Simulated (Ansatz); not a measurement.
Calculation for SnTe (zincblende type): DFT, PBE, PAW with Ansatz's default frozen-core files, scalar-relativistic (Ansatz 0.2.0). This run: zincblende relaxed under pressure.

The start is a guessed cell of a prototype that needn't be stable.

Command: `ansatz run input.yaml --threads 1 --pin off --max-ram 3584MiB --backend cpu --events-out ev --progress --plain --runs-dir out` It took 35 s on 1 thread of Intel(R) Xeon(R) 6975P-C (Granite Rapids) (shared host), peak memory 0.43 GiB.

```yaml
crystal:
  lattice:
    - [0.0, 2.9311350826, 2.9311350826]
    - [2.9311350826, 0.0, 2.9311350826]
    - [2.9311350826, 2.9311350826, 0.0]
  atoms:
    - { symbol: Sn, position: [0.0, 0.0, 0.0] }
    - { symbol: Te, position: [0.25, 0.25, 0.25] }
kpoints:
  mp_grid: { grid: [12, 12, 12] }
scf:
  occupations: { method: fermi_dirac, width: 0.05 }
hamiltonian:
  xc: pbe
  pseudopotentials: { kind: paw }
output:
  forces: true
  stress: true
  eigenvalues: true
relax:
  f_tol: 0.005
  max_steps: 40
  cell: { p_target: 32.0, stress_tol: 0.03 }
```

Output:

```
Engine: ansatz 0.2.0
Pseudopotentials: kind: paw
Pseudopotential: Sn, paw, valence charge 14, recommended cutoff 420 eV (normal), Sn.paw.azcp
Pseudopotential: Te, paw, valence charge 16, recommended cutoff 420 eV (normal), Te.paw.azcp
Functional definition: PBE
  parameter kappa = 0.804
  parameter beta = 0.06672455060314922
  exchange = pbe_x(kappa = kappa, mu = beta*pi^2/3)
  correlation = pbe_c(beta = beta)
Crystal: 2 atoms, lattice volume = 50.366 Å³
Basis set: ecut = 420 eV, 941 PW (Γ), exchange–correlation on 60×60×60 points (8 copies of the dense FFT grid, shifted against one another)
Bands: 19, of which v1, the nominal top of the filled ones, is band 15 counted from 1 (14 counted from 0)
Symmetry: 24 space group operations
Space group: F-43m (ITA 216), of the structure as read, at distance tolerance 3.7e-5 Å
k-points: 72 of 1728 (time reversal used)
Non-local potential: Sn, projectors of the file, l = 0: 2, l = 1: 2, l = 2: 2, l = 3: 2
Non-local potential: Te, projectors of the file, l = 0: 2, l = 1: 2, l = 2: 2, l = 3: 2
PAW form: soft (Blöchl's): semilocal exchange-correlation on the pseudo side does not see the compensation charge
PAW one-centre angular grid: Sn, 590 points (default); XC on 64 Gauss nodes
PAW one-centre angular grid: Te, 590 points (default); XC on 64 Gauss nodes
Initial density: superposition of atomic densities (neutral atoms: chi_scale 0, normalization atom), corrected by the library's trained network
Initial wavefunctions: pseudopotential atomic-orbital guess
Functional: x = pbe(κ = 0.804, μ = 0.2195149727645171), c = pbe(β = 0.06672455060314922)
SCF iter   1: F=—  HF=-13000.300917 eV  |F-HF|=—  |Δ(HF+E_count)|=         —  Δρ=2.51e-3  dr2=4.38e-3  ethr=1.77e-3  ⟨swp⟩=6.1  Hψ=7487  notcnv=0
preconditioner: auto → Kerker (q_TF=auto, 2.503 Å⁻¹)  [metal: Δε(μ)=0.069 eV  Ē_g=18.309 eV  σ=0.050 eV  W_gap=0.33  n_scr=14 (ndim 8)  ℏωp=23.4 eV  f_vac=0.000  D(μ)=1.08/eV (n_scr^D=8)]
SCF iter   2: F=—  HF=-13000.299033 eV  |F-HF|=—  |Δ(HF+E_count)|=   1.88e-3  Δρ=1.78e-3  dr2=1.92e-3  ethr=1.46e-5  ⟨swp⟩=2.2  Hψ=2983  notcnv=0
SCF iter   3: F=—  HF=-13000.299074 eV  |F-HF|=—  |Δ(HF+E_count)|=   4.07e-5  Δρ=7.23e-4  dr2=4.46e-4  ethr=6.40e-6  ⟨swp⟩=2.7  Hψ=2099  notcnv=0
SCF iter   4: F=—  HF=-13000.299139 eV  |F-HF|=—  |Δ(HF+E_count)|=   6.54e-5  Δρ=3.33e-4  dr2=6.42e-5  ethr=1.49e-6  ⟨swp⟩=2.0  Hψ=1661  notcnv=0
SCF iter   5: F=—  HF=-13000.299152 eV  |F-HF|=—  |Δ(HF+E_count)|=   1.31e-5  Δρ=7.86e-5  dr2=5.98e-6  ethr=2.14e-7  ⟨swp⟩=2.0  Hψ=2098  notcnv=0
SCF iter   6: F=—  HF=-13000.299153 eV  |F-HF|=—  |Δ(HF+E_count)|=   6.62e-7  Δρ=5.36e-5  dr2=1.12e-6  ethr=1.99e-8  ⟨swp⟩=3.0  Hψ=2205  notcnv=0
SCF iter   7: F=—  HF=-13000.299152 eV  |F-HF|=—  |Δ(HF+E_count)|=   6.11e-7  Δρ=1.66e-5  dr2=1.09e-7  ethr=3.74e-9  ⟨swp⟩=2.0  Hψ=2438  notcnv=0
SCF iter   8: F=-13000.299152 eV  HF=-13000.299152 eV  |F-HF|=4.95e-9  |Δ(HF+E_count)|=   5.41e-8  Δρ=3.45e-6  dr2=4.90e-9  ethr=3.33e-10  ⟨swp⟩=5.2  Hψ=5082  notcnv=0
SCF 1 converged in 8 iterations: F = -13000.299152 eV  dr2 = 4.90e-9
  greatest PAW one-centre occupation: 0.998 electrons in one spin orbital (limit 2), on the Te atom at site 1 (counted from 0), in its partial waves of l = 2
relax step   1: F+E_penalty+E_count = -13000.29915232 eV  Δ(F+E_penalty+E_count) = +0.000e0 eV  max|allowed force component| = 4.903e-16 eV/Å  Δτ_max = 0.0000 Å  P = +49.705 GPa  Ω = 50.366 Å³  (8 SCF iters, dr2 threshold 1.00e-7 eV, accepted)
Crystal: 2 atoms, lattice volume = 58.097 Å³
Basis set: ecut = 420 eV, 1139 PW (Γ), exchange–correlation on 60×60×60 points (8 copies of the dense FFT grid, shifted against one another)
Initial density: handed on by an earlier stage of this run
Initial wavefunctions: those handed on with the density
iter 1 solved again at ethr=3.24e-5 eV; its pass at ethr=3.10e-3 eV (dr2=9.72e-3 eV) is discarded
SCF iter   1: F=—  HF=-13002.126517 eV  |F-HF|=—  |Δ(HF+E_count)|=         —  Δρ=4.44e-3  dr2=9.74e-3  ethr=3.24e-5  ⟨swp⟩=1.1  Hψ=9788  notcnv=0
preconditioner: auto → Kerker (q_TF=auto, 2.444 Å⁻¹)  [metal: Δε(μ)=0.024 eV  Ē_g=9.715 eV  σ=0.050 eV  W_gap=0.12  n_scr=14 (ndim 8)  ℏωp=15.4 eV  f_vac=0.002  D(μ)=0.86/eV (n_scr^D=0)]
SCF iter   2: F=—  HF=-13002.126138 eV  |F-HF|=—  |Δ(HF+E_count)|=   3.79e-4  Δρ=2.75e-3  dr2=3.84e-3  ethr=3.24e-5  ⟨swp⟩=1.0  Hψ=1368  notcnv=0
SCF iter   3: F=—  HF=-13002.125764 eV  |F-HF|=—  |Δ(HF+E_count)|=   3.74e-4  Δρ=2.61e-4  dr2=6.05e-5  ethr=1.28e-5  ⟨swp⟩=2.0  Hψ=1661  notcnv=0
SCF iter   4: F=—  HF=-13002.125781 eV  |F-HF|=—  |Δ(HF+E_count)|=   1.69e-5  Δρ=1.16e-4  dr2=1.64e-5  ethr=2.02e-7  ⟨swp⟩=2.8  Hψ=2410  notcnv=0
SCF iter   5: F=—  HF=-13002.125784 eV  |F-HF|=—  |Δ(HF+E_count)|=   3.58e-6  Δρ=4.45e-5  dr2=2.56e-6  ethr=5.46e-8  ⟨swp⟩=2.8  Hψ=2325  notcnv=0
SCF iter   6: F=-13002.125786 eV  HF=-13002.125786 eV  |F-HF|=9.33e-8  |Δ(HF+E_count)|=   1.36e-6  Δρ=9.69e-6  dr2=5.50e-8  ethr=6.67e-10  ⟨swp⟩=4.6  Hψ=6528  notcnv=0
SCF 2 converged in 6 iterations: F = -13002.125786 eV  dr2 = 5.50e-8
relax step   2: F+E_penalty+E_count = -13002.12578594 eV  Δ(F+E_penalty+E_count) = -1.827e0 eV  max|allowed force component| = 7.864e-17 eV/Å  Δτ_max = 0.0000 Å  P = +28.271 GPa  Ω = 58.097 Å³  energy of the carried Pulay correction = -3.064e-3 eV  (6 SCF iters, dr2 threshold 2.00e-7 eV, accepted)
Crystal: 2 atoms, lattice volume = 56.586 Å³
Basis set: ecut = 420 eV, 1067 PW (Γ), exchange–correlation on 60×60×60 points (8 copies of the dense FFT grid, shifted against one another)
iter 1 solved again at ethr=1.03e-6 eV; its pass at ethr=3.10e-3 eV (dr2=3.08e-4 eV) is discarded
SCF iter   1: F=—  HF=-13001.844733 eV  |F-HF|=—  |Δ(HF+E_count)|=         —  Δρ=7.53e-4  dr2=3.16e-4  ethr=1.03e-6  ⟨swp⟩=2.0  Hψ=9365  notcnv=0
preconditioner: auto → Kerker (q_TF=auto, 2.454 Å⁻¹)  [metal: Δε(μ)=0.076 eV  Ē_g=9.848 eV  σ=0.050 eV  W_gap=0.34  n_scr=14 (ndim 8)  ℏωp=15.6 eV  f_vac=0.003  D(μ)=0.89/eV (n_scr^D=0)]
SCF iter   2: F=—  HF=-13001.844713 eV  |F-HF|=—  |Δ(HF+E_count)|=   2.00e-5  Δρ=4.72e-4  dr2=1.33e-4  ethr=1.03e-6  ⟨swp⟩=1.0  Hψ=1368  notcnv=0
SCF iter   3: F=—  HF=-13001.844695 eV  |F-HF|=—  |Δ(HF+E_count)|=   1.79e-5  Δρ=5.09e-5  dr2=2.17e-6  ethr=4.42e-7  ⟨swp⟩=2.0  Hψ=1707  notcnv=0
[... lines left out ...]
iter 1 solved again at ethr=8.49e-7 eV; its pass at ethr=3.10e-3 eV (dr2=2.55e-4 eV) is discarded
SCF iter   1: F=—  HF=-13001.804636 eV  |F-HF|=—  |Δ(HF+E_count)|=         —  Δρ=3.67e-4  dr2=2.80e-6  ethr=8.49e-7  ⟨swp⟩=3.0  Hψ=10907  notcnv=0
SCF iter   2: F=—  HF=-13001.805216 eV  |F-HF|=—  |Δ(HF+E_count)|=   5.80e-4  Δρ=1.86e-4  dr2=7.60e-7  ethr=9.34e-9  ⟨swp⟩=2.0  Hψ=2459  notcnv=0
SCF iter   3: F=—  HF=-13001.805413 eV  |F-HF|=—  |Δ(HF+E_count)|=   1.96e-4  Δρ=2.64e-5  dr2=5.74e-8  ethr=2.53e-9  ⟨swp⟩=3.0  Hψ=2530  notcnv=0
SCF iter   4: F=—  HF=-13001.805416 eV  |F-HF|=—  |Δ(HF+E_count)|=   3.45e-6  Δρ=3.78e-6  dr2=7.78e-9  ethr=1.91e-10  ⟨swp⟩=2.0  Hψ=1669  notcnv=0
SCF iter   5: F=—  HF=-13001.805416 eV  |F-HF|=—  |Δ(HF+E_count)|=   5.18e-8  Δρ=1.06e-6  dr2=1.01e-9  ethr=2.59e-11  ⟨swp⟩=2.4  Hψ=1898  notcnv=0
SCF iter   6: F=—  HF=-13001.805416 eV  |F-HF|=—  |Δ(HF+E_count)|=  7.46e-10  Δρ=3.33e-7  dr2=8.00e-11  ethr=3.35e-12  ⟨swp⟩=2.0  Hψ=2093  notcnv=0
SCF iter   7: F=-13001.805416 eV  HF=-13001.805416 eV  |F-HF|=3.64e-12  |Δ(HF+E_count)|=  6.00e-11  Δρ=8.93e-8  dr2=2.84e-12  ethr=1.00e-12  ⟨swp⟩=5.3  Hψ=6889  notcnv=0
SCF 5 converged in 7 iterations: F = -13001.805416 eV  dr2 = 2.84e-12
relax step   5: F+E_penalty+E_count = -13001.80541605 eV  Δ(F+E_penalty+E_count) = -2.167e-3 eV  max|allowed force component| = 1.342e-16 eV/Å  Δτ_max = 0.0000 Å  P = +32.001 GPa  Ω = 56.377 Å³  stress off target by 7.63e-4 GPa  SCF on the basis re-selected at this cell (its energy is not comparable with the rows above)  (7 SCF iters)
basis re-selected at this cell: Δ(F+E_penalty+E_count) = -2.167e-3 eV, ΔP = -0.014 GPa vs the last step (what re-selecting the basis moved, of the pressure what is left beyond the Pulay correction that the steps carried, after the strain that the cell walked since its last selection, with what the two solves' SCF thresholds leave and, on support functions, any second-order correction that the steps lacked; it is no measure of the basis error at this ecutwfc). This SCF's stress stands 7.63e-4 GPa from its target on what of the cell is left free (relax.cell.stress_tol is 3.00e-2 GPa) and its largest allowed force component is 1.34e-16 eV/Å (relax.f_tol is 5.00e-3 eV/Å): within both
SCF converged after 7 iterations
Free energy (F): -13001.805416 eV
Harris-Foulkes:  -13001.805416 eV  (|F-HF|=3.64e-12)
Internal energy: -13001.797764 eV  (E = F + TS)
E sigma→0 (E₀):  -13001.801590 eV
Entropy (-TS):   -0.007652 eV (-3.826 meV/atom)
Fermi energy:    11.821003 eV
--- Per-component energies (eV) ---
  E_band       = -321.470813
  E_kinetic    = 377.140775
  E_local      = -2285.995848  (includes V_loc(G=0)·N_el)
  E_nonlocal   = -341.799731
  E_hartree    = 1433.539511
  E_xc         = -511.821056
  E_vxc        = -206.515453  (∫ρ·V_xc dr)
  E_paw        = -8796.581119  (= ΣΔE_a)
  E_vpaw       = -731.379400  (= ΣTr[D̂ρ^β])
  E_aug_tail   = -0.000194  (compensation charges beyond the density's cutoff)
  E_ewald      = -2876.280103
  E_smearing   = -0.007652  (= −TS)
  E_closure    = 0.000000  (closes the sum)
  Σ components = -13001.805416   (vs F -13001.805416, Δ=0.00e0)
--- Forces (eV/Å), atoms counted from 1 ---
  atom   1  Sn    -0.00000000     0.00000000     0.00000000
  atom   2  Te     0.00000000     0.00000000    -0.00000000
  max |Σ_I F_I| component: 1.76e-16 eV/Å
--- Stress (GPa, compression-positive) ---
       32.000763       0.000000       0.000000
        0.000000      32.000763       0.000000
        0.000000       0.000000      32.000763
  P = ⅓ Tr σ = 32.0008 GPa (320.008 kbar)
--- Band table (eV; the first three rows and the last of 72) ---
  k-point 0: bands = ["-26.5487", "-26.5487", "-26.5487", "-26.5255", "-26.5255", "-10.7345", "-10.7345", "-10.7345", "-10.6481", "-10.6481", "-3.3937", "8.5927", "8.5927", "8.5927", "8.6240", "12.1963", "12.1963", "12.1963", "15.6951"]
  k-point 1: bands = ["-26.5488", "-26.5487", "-26.5487", "-26.5255", "-26.5255", "-10.7362", "-10.7334", "-10.7334", "-10.6483", "-10.6483", "-3.3248", "7.2949", "8.4899", "8.4899", "9.6075", "12.3456", "12.3456", "12.3495", "16.0851"]
  k-point 2: bands = ["-26.5488", "-26.5486", "-26.5486", "-26.5254", "-26.5254", "-10.7406", "-10.7303", "-10.7303", "-10.6485", "-10.6485", "-3.1234", "5.9266", "8.2447", "8.2447", "9.9655", "12.6925", "12.6925", "13.0445", "16.8646"]
  k-point 71: bands = ["-26.5486", "-26.5485", "-26.5472", "-26.5254", "-26.5244", "-10.7740", "-10.7111", "-10.7021", "-10.6553", "-10.6475", "-1.2084", "2.1211", "5.5998", "5.7425", "12.7927", "13.4651", "13.7242", "14.5703", "18.9914"]
--- Relaxed structure (4 steps of the walk, 4 accepted, 1 SCFs on fresh bases) ---
  F+E_penalty+E_count = -13001.80541605 eV   max|allowed force component| = 1.342e-16 eV/Å   (the final SCF, on the basis selected at the relaxed cell)
  cell:  # Å, volume = 56.3770 Å³
    - [6.71315265333994e-33, 3.0433873167162013, 3.0433873167162013]
    - [3.0433873167162013, 2.982066482252144e-32, 3.0433873167162013]
    - [3.0433873167162013, 3.0433873167162013, 2.112031707635222e-32]
  atoms:
    - { symbol: Sn, position: [-1.9287431995703062e-33, 2.6898370384355232e-33, 1.4277353847777356e-33] }
    - { symbol: Te, position: [0.25, 0.25, 0.25] }
```

Next run (wurtzite relaxed under pressure), as changes to the input before:

```diff
   lattice:
-    - [0.0, 2.9311350826, 2.9311350826]
-    - [2.9311350826, 0.0, 2.9311350826]
-    - [2.9311350826, 2.9311350826, 0.0]
+    - [4.1477867375, 0.0, 0.0]
+    - [-2.0738933688, 3.5920886842, 0.0]
+    - [0.0, 0.0, 6.7608923822]
   atoms:
-    - { symbol: Sn, position: [0.0, 0.0, 0.0] }
-    - { symbol: Te, position: [0.25, 0.25, 0.25] }
+    - { symbol: Sn, position: [0.3333333333, 0.6666666667, 0.0] }
+    - { symbol: Sn, position: [0.6666666667, 0.3333333333, 0.5] }
+    - { symbol: Te, position: [0.3333333333, 0.6666666667, 0.376] }
+    - { symbol: Te, position: [0.6666666667, 0.3333333333, 0.876] }
 kpoints:
-  mp_grid: { grid: [12, 12, 12] }
+  mp_grid: { grid: [9, 9, 5] }
 scf:
   eigenvalues: true
+  write_density: true
+  write_potential: true
+  elf: true
+  volumetric_format: npy
 relax:
```

Results part of the output:

```
basis re-selected at this cell: Δ(F+E_penalty+E_count) = -1.226e-5 eV, ΔP = -0.000 GPa vs the last step (what re-selecting the basis moved, of the pressure what is left beyond the Pulay correction that the steps carried, after the strain that the cell walked since its last selection, with what the two solves' SCF thresholds leave and, on support functions, any second-order correction that the steps lacked; it is no measure of the basis error at this ecutwfc). This SCF's stress stands 9.52e-4 GPa from its target on what of the cell is left free (relax.cell.stress_tol is 3.00e-2 GPa) and its largest allowed force component is 7.25e-4 eV/Å (relax.f_tol is 5.00e-3 eV/Å): within both
SCF converged after 5 iterations
Free energy (F): -26005.434742 eV
Harris-Foulkes:  -26005.434742 eV  (|F-HF|=3.64e-12)
Internal energy: -26005.407551 eV  (E = F + TS)
E sigma→0 (E₀):  -26005.421147 eV
Entropy (-TS):   -0.027191 eV (-6.798 meV/atom)
Fermi energy:    15.945247 eV
--- Per-component energies (eV) ---
  E_band       = -356.508720
  E_kinetic    = 754.495050
  E_local      = -2933.484451  (includes V_loc(G=0)·N_el)
  E_nonlocal   = -684.345561
  E_hartree    = 2193.953481
  E_xc         = -1024.201347
  E_vxc        = -414.339297  (∫ρ·V_xc dr)
  E_paw        = -17595.587567  (= ΣΔE_a)
  E_vpaw       = -1466.741003  (= ΣTr[D̂ρ^β])
[... lines left out ...]
       -0.000000      -0.000000      31.999380
  P = ⅓ Tr σ = 31.9992 GPa (319.992 kbar)
--- Band table (eV; the first three rows and the last of 36) ---
  k-point 0: bands = ["-21.8612", "-21.8612", "-21.8612", "-21.8612", "-21.8025", "-21.8021", "-21.7355", "-21.7355", "-21.7354", "-21.7354", "-6.0262", "-6.0146", "-5.9021", "-5.9021", "-5.9021", "-5.9021", "-5.6842", "-5.6842", "-5.6835", "-5.6835", "0.1239", "0.4438", "3.7953", "5.8063", "8.1382", "13.2517", "14.3719", "20.4380", "20.4380", "20.6166", "20.6166", "21.0274", "24.7789", "25.3317", "25.3317", "25.8355"]
  k-point 1: bands = ["-21.8612", "-21.8612", "-21.8612", "-21.8612", "-21.8024", "-21.8022", "-21.7354", "-21.7354", "-21.7354", "-21.7354", "-6.0251", "-6.0157", "-5.9021", "-5.9021", "-5.9021", "-5.9021", "-5.6841", "-5.6841", "-5.6836", "-5.6836", "0.1495", "0.4069", "3.9313", "5.4750", "8.6021", "12.2034", "15.5077", "20.2688", "20.4541", "20.4541", "20.5985", "20.5985", "25.3240", "25.3788", "25.3788", "25.7850"]
  k-point 2: bands = ["-21.8612", "-21.8612", "-21.8612", "-21.8612", "-21.8024", "-21.8023", "-21.7354", "-21.7354", "-21.7354", "-21.7354", "-6.0222", "-6.0186", "-5.9021", "-5.9021", "-5.9021", "-5.9021", "-5.6840", "-5.6840", "-5.6837", "-5.6837", "0.2206", "0.3180", "4.3112", "4.8661", "9.6127", "10.8510", "17.1178", "18.7651", "20.4970", "20.4970", "20.5521", "20.5521", "25.5020", "25.5020", "25.6563", "25.6563"]
  k-point 35: bands = ["-21.8007", "-21.8007", "-21.8004", "-21.8004", "-21.7711", "-21.7711", "-21.7709", "-21.7708", "-21.7274", "-21.7274", "-5.8383", "-5.8383", "-5.8341", "-5.8332", "-5.7493", "-5.7493", "-5.7472", "-5.7472", "-5.7445", "-5.7445", "5.5864", "5.5864", "9.6100", "9.6100", "10.0557", "10.1822", "11.3841", "11.3841", "12.9588", "12.9588", "13.5242", "13.9191", "16.0181", "16.0181", "19.2583", "19.2583"]
--- Relaxed structure (26 steps of the walk, 24 accepted, 3 SCFs on fresh bases) ---
  F+E_penalty+E_count = -26005.43474194 eV   max|allowed force component| = 7.250e-4 eV/Å   (the final SCF, on the basis selected at the relaxed cell)
  cell:  # Å, volume = 85.4406 Å³
    - [3.0080728994472477, 2.0935449643226237e-11, 7.554175729747982e-33]
    - [-1.5040364497417544, 2.6050675473463625, 1.1388708153803689e-32]
    - [-3.9178702307023775e-33, -3.6380223570807754e-33, 10.903276194618469]
  atoms:
    - { symbol: Sn, position: [0.33333333333333326, 0.6666666666666666, 0.06037533513935599] }
    - { symbol: Sn, position: [0.6666666666666667, 0.3333333333333333, 0.5603753351393558] }
    - { symbol: Te, position: [0.33333333333333326, 0.6666666666666666, 0.31562466486064394] }
    - { symbol: Te, position: [0.6666666666666667, 0.3333333333333333, 0.8156246648606439] }
```

Next run (NiAs relaxed under pressure), as changes to the input before:

```diff
   lattice:
-    - [4.1477867375, 0.0, 0.0]
-    - [-2.0738933688, 3.5920886842, 0.0]
-    - [0.0, 0.0, 6.7608923822]
+    - [4.094223827, 0.0, 0.0]
+    - [-2.0471119135, 3.545701843, 0.0]
+    - [0.0, 0.0, 6.3460469318]
   atoms:
-    - { symbol: Sn, position: [0.3333333333, 0.6666666667, 0.0] }
-    - { symbol: Sn, position: [0.6666666667, 0.3333333333, 0.5] }
-    - { symbol: Te, position: [0.3333333333, 0.6666666667, 0.376] }
-    - { symbol: Te, position: [0.6666666667, 0.3333333333, 0.876] }
+    - { symbol: Sn, position: [0.0, 0.0, 0.0] }
+    - { symbol: Sn, position: [0.0, 0.0, 0.5] }
+    - { symbol: Te, position: [0.3333333333, 0.6666666667, 0.25] }
+    - { symbol: Te, position: [0.6666666667, 0.3333333333, 0.75] }
 kpoints:
-  mp_grid: { grid: [9, 9, 5] }
+  mp_grid: { grid: [10, 10, 6] }
 scf:
```

Results part of the output:

```
basis re-selected at this cell: Δ(F+E_penalty+E_count) = -5.270e-5 eV, ΔP = -0.001 GPa vs the last step (what re-selecting the basis moved, of the pressure what is left beyond the Pulay correction that the steps carried, after the strain that the cell walked since its last selection, with what the two solves' SCF thresholds leave and, on support functions, any second-order correction that the steps lacked; it is no measure of the basis error at this ecutwfc). The dense FFT grid was sized anew with the basis: this SCF ran on 24×24×72 points, the steps before it on 24×24×64, so part of this shift can come from that change (see relax.cell in the input reference). This SCF's stress stands 1.58e-2 GPa from its target on what of the cell is left free (relax.cell.stress_tol is 3.00e-2 GPa) and its largest allowed force component is 9.25e-18 eV/Å (relax.f_tol is 5.00e-3 eV/Å): within both
SCF converged after 5 iterations
Free energy (F): -26005.400386 eV
Harris-Foulkes:  -26005.400386 eV  (|F-HF|=1.09e-11)
Internal energy: -26005.384347 eV  (E = F + TS)
E sigma→0 (E₀):  -26005.392366 eV
Entropy (-TS):   -0.016038 eV (-4.010 meV/atom)
Fermi energy:    16.264657 eV
--- Per-component energies (eV) ---
  E_band       = -329.882925
  E_kinetic    = 754.155222
  E_local      = -2787.383650  (includes V_loc(G=0)·N_el)
  E_nonlocal   = -684.719383
  E_hartree    = 2133.901419
  E_xc         = -1024.635749
  E_vxc        = -414.793913  (∫ρ·V_xc dr)
  E_paw        = -17594.493810  (= ΣΔE_a)
[... lines left out ...]
  P = ⅓ Tr σ = 31.9962 GPa (319.962 kbar)
--- Band table (eV; the first three rows and the last of 56) ---
  k-point 0: bands = ["-21.3049", "-21.3044", "-21.2638", "-21.2638", "-21.2637", "-21.2637", "-21.2555", "-21.2555", "-21.2553", "-21.2553", "-5.5840", "-5.5670", "-5.5149", "-5.5149", "-5.5136", "-5.5136", "-5.3830", "-5.3830", "-5.3815", "-5.3815", "0.7182", "1.4221", "4.3075", "8.0419", "8.9769", "16.5523", "17.5251", "19.1084", "19.1084", "19.3403", "19.3403", "23.5249", "23.5249", "23.6804", "23.6804", "24.0256"]
  k-point 1: bands = ["-21.3048", "-21.3044", "-21.2638", "-21.2638", "-21.2637", "-21.2637", "-21.2555", "-21.2555", "-21.2553", "-21.2553", "-5.5829", "-5.5682", "-5.5148", "-5.5148", "-5.5137", "-5.5137", "-5.3829", "-5.3829", "-5.3816", "-5.3816", "0.7524", "1.3532", "4.4738", "7.3347", "9.7898", "15.3515", "18.7827", "19.1232", "19.1232", "19.3240", "19.3240", "23.5266", "23.5266", "23.6569", "23.6569", "24.0571"]
  k-point 2: bands = ["-21.3047", "-21.3045", "-21.2638", "-21.2638", "-21.2637", "-21.2637", "-21.2555", "-21.2555", "-21.2553", "-21.2553", "-5.5798", "-5.5713", "-5.5146", "-5.5146", "-5.5139", "-5.5139", "-5.3826", "-5.3826", "-5.3819", "-5.3819", "0.8519", "1.1898", "4.9286", "6.4130", "11.0308", "13.8414", "19.1640", "19.1640", "19.2800", "19.2800", "20.4512", "23.5271", "23.5359", "23.5359", "23.6063", "23.6063"]
  k-point 55: bands = ["-21.2785", "-21.2785", "-21.2729", "-21.2729", "-21.2650", "-21.2650", "-21.2371", "-21.2371", "-21.2179", "-21.2179", "-5.5083", "-5.5083", "-5.4750", "-5.4750", "-5.4430", "-5.4430", "-5.4184", "-5.4184", "-5.3551", "-5.3551", "5.3981", "5.3981", "9.0409", "9.0409", "10.7068", "10.7068", "11.6129", "11.6129", "13.2699", "13.2699", "14.4457", "14.4457", "18.0312", "18.0312", "19.7797", "19.7797"]
--- Relaxed structure (24 steps of the walk, 24 accepted, 3 SCFs on fresh bases) ---
  F+E_penalty+E_count = -26005.40038553 eV   max|allowed force component| = 9.252e-18 eV/Å   (the final SCF, on the basis selected at the relaxed cell)
  cell:  # Å, volume = 83.6168 Å³
    - [3.1688216658579678, 4.6557370215032245e-34, 0.0]
    - [-1.5844108329289839, 2.744280062695524, 0.0]
    - [0.0, 0.0, 9.615404210444922]
  atoms:
    - { symbol: Sn, position: [-3.592379635415357e-33, -4.3260658284978494e-33, -2.9952100665295603e-36] }
    - { symbol: Sn, position: [-3.614331727165974e-33, -4.45838471092982e-33, 0.5] }
    - { symbol: Te, position: [0.33333333333333337, 0.6666666666666669, 0.25] }
    - { symbol: Te, position: [0.6666666666666667, 0.33333333333333337, 0.7500000000000001] }
```

Spin–orbit coupling is left out, which matters for the heavy atoms.
